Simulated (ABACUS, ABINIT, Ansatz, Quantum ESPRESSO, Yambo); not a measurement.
## Cost and result for the band gap of GaP

**What was measured.** The band gap of GaP (F-43m) is reported as 2.34 eV at 10 K (arxiv:1810.01194). The runs below try to reproduce it.

```cif
data_structure
_symmetry_space_group_name_H-M 'F-43m'
_symmetry_Int_Tables_number 216
_cell_length_a 5.4505
_cell_length_b 5.4505
_cell_length_c 5.4505
_cell_angle_alpha 90.000
_cell_angle_beta 90.000
_cell_angle_gamma 90.000
_cell_volume 161.92
loop_
_atom_site_label
_atom_site_type_symbol
_atom_site_symmetry_multiplicity
_atom_site_Wyckoff_symbol
_atom_site_fract_x
_atom_site_fract_y
_atom_site_fract_z
_atom_site_occupancy
Ga1 Ga 4 a 0.00000 0.00000 0.00000 1
P1 P 4 c 0.25000 0.25000 0.25000 1
```

| rung | level | program and potentials | cutoff (eV) | k mesh | task | core time | chip | band gap (eV) | miss (eV) | notes |
| --- | --- | --- | --- | --- | --- | --- | --- | --- | --- | --- |
| Hartree-Fock | Hartree-Fock on LDA | Yambo, PseudoDojo 0.4.1 SR LDA stringent | 1442 | 4 × 4 × 4 | Hartree-Fock levels | 17 s | Arm Neoverse V1 | 7.48 | +5.14 | coarse mesh; 13 valence electrons an atom on average |
| GGA | HCTH407 | ABACUS, PseudoDojo NC SR 0.5 PBE stringent, plane waves | 1551 | 6 × 6 × 6 | single point | 18 s | AMD EPYC 9R45 Zen 5 | 2.00 | -0.34 | potentials made for PBE; 13 valence electrons an atom on average; mesh may miss the edge |
| hybrid | PBE0 | Ansatz, PAW datasets made for the crystal | 270 | 4 × 4 × 4 | single point | 26 s | Arm Neoverse V1 | 3.00 | +0.66 | coarse mesh; 9 valence electrons an atom on average; mesh may miss the edge |
| GGA | WC | ABINIT, JTH PAW PBE v2.0 | 544 | 8 × 8 × 8 | band structure | 45 s | Arm Neoverse V1 | 1.47 | -0.87 | potentials made for PBE; 9 valence electrons an atom on average; from the band path |
| GGA | PBE | Quantum ESPRESSO, PseudoDojo 0.5 SR PBE standard | 1088 | 8 × 8 × 8 | band structure | 67 s | Arm Neoverse V1 | 1.60 | -0.74 | 9 valence electrons an atom on average; from the band path |
| GGA | revPBE | ABINIT, PseudoDojo NC SR PBE v0.4.1 standard | 1088 | 8 × 8 × 8 | band structure | 2.9 min | Arm Neoverse V1 | 1.68 | -0.66 | potentials made for PBE; 9 valence electrons an atom on average; from the band path |

Times are single runs on shared hosts and different chips, so they are rough; meshes, cutoffs and the tasks' sizes weigh on the time. All rows: no spin polarisation. Gaps are the least found on the k mesh or the band path, and a mesh can miss the band edges. The cell comes from a database and isn't always the measured one. Meshes differ between rows, which moves values too. All levels ran on this one cell, unrelaxed unless noted. Meshes are those of the run's cell of 2 atoms unless a note names another. Misses use the values as printed. Runs on faulty files, with rough fits or with known faults for this quantity aren't shown. No row holds spin-orbit coupling.

By rung: GGA 1.47 to 2.00; hybrid on coarse meshes 3.00; Hartree-Fock on coarse meshes 7.48 (eV). Measured: 2.34 eV at 10 K (arxiv:1810.01194). Closest, coarse meshes and atomic bases left aside, is HCTH407 (-0.34 eV). LDA and GGA gaps fall short mostly because these functionals lack the derivative discontinuity; the runs are for a static lattice, while measurements hold temperature and zero-point motion.

The gap follows the treatment of exchange: all four GGAs fall below the measured 2.34 eV, while PBE0 at 3.00 eV and Hartree-Fock at 7.48 eV lie above it. Bare exchange pushes the occupied and empty states far apart, whereas in the real crystal the valence electrons screen it strongly. GaP is polarisable enough that PBE0's fixed share of exact exchange exceeds what its inverse dielectric constant would suggest, which probably accounts for much of the hybrid's overshoot.

Among the GGAs, the rise from WC through PBE to revPBE follows their increasingly strong exchange enhancement at larger density gradients, though the differing potentials may contribute. HCTH407 comes closest, but its form was fitted largely to molecular energetics, so this agreement doesn't establish a better description of quasiparticle energies in the solid. GaP is known to be indirect, with a phosphorus-p-like valence maximum at Γ and conduction minima near X; the gap values alone don't test whether each functional reproduces that valley ordering.
